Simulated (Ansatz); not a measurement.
## WC: zone-centre modes

Level of theory: Ansatz, DFT PBE, scalar-relativistic, plane waves, PAW. Settings: plane waves to 420 eV, k-mesh 24×24×22 (Γ-centred), Gaussian smearing 0.15 eV. Spin–orbit coupling is left out, which can shift energies with elements as heavy as these. No spin polarisation.

The undisturbed cell (relaxed at this level):

```xyz
2
Lattice="2.9218 0.0000 0.0000 -1.4609 2.5303 0.0000 0.0000 0.0000 2.8471" Properties=species:S:1:pos:R:3 pbc="T T T"
W     2.9218    0.0000    0.0000
C     1.4609    0.8434    1.4235
```

Harmonic modes by finite displacements of 0.02 Å, without the LO–TO term.

Problem. At this geometry, is the structure stable against these modes?

Solution. Yes: no mode is imaginary beyond 10 cm⁻¹, and only the three translations lie near zero.

Problem. List the wavenumbers in cm⁻¹.

Solution. 0, 0, 0, 566, 603, 603.

Cost: 1 run of about 1.2 core-minutes, on AMD EPYC 9R45 (Zen 5) (shared hosts).